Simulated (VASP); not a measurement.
Here is a VASP 6.6.1 calculation.

Contents of INCAR:

```
SYSTEM = GaSb
  ALGO = Normal
  EDIFF = 1E-7
  ENCUT = 520
  GGA = PE
  ISIF = 2
  ISMEAR = 0
  LASPH = .True.
  LCHARG = .True.
  LELF = .True.
  LREAL = .False.
  LVHAR = .True.
  LWAVE = .False.
  NBANDS = 26
  NELM = 100
  PREC = Accurate
  SIGMA = 0.1
```

Contents of KPOINTS:

```
k-points
0
Gamma
  8 8 6
  0 0 0
```

POSCAR

```
GaSb
1.0
    4.3938492978      0.0000000000      0.0000000000
    0.0000000000      4.3938492978      0.0000000000
    0.0000000000      0.0000000000      6.2138412679
Ga Sb
2 2
Direct
    0.0000000000      0.0000000000      0.0000000000
    0.5000000000      0.5000000000      0.5000000000
    0.0000000000      0.5000000000      0.2500000000
    0.5000000000      1.0000000000      0.7500000000
```

Potentials or basis: VASP PAW PBE potentials, release 64 (Ga_d, Sb).

Command:

```bash
$ cat potpaw_PBE.64/Ga_d/POTCAR potpaw_PBE.64/Sb/POTCAR > POTCAR
$ mpirun -np 1 vasp_std > vasp.out
```

Question: Estimate the band gap on the k mesh.

Answer: Zero (filled and empty bands touch).

Question: Estimate the pressure.

Answer: 0.1 GPa.

Caveat: spin-orbit coupling is left out, which moves the levels of the heavy elements.

**The experiment to reproduce.**

From a printed reference work, data compilation, for a bulk crystal of GaSb at 4.2 K: band gap 0.811 eV (direct).

Measured gap of GaSb: 0.811 eV (direct; 4.2 K; a printed reference work, data compilation). This calculation gives 0.00 eV (-0.81 eV). Spin-orbit coupling on Ga, Sb is left out. The value is that of PBE on a finite k mesh, which can miss the band edges, without temperature or zero-point motion. Semilocal functionals fall short of measured gaps as a rule.
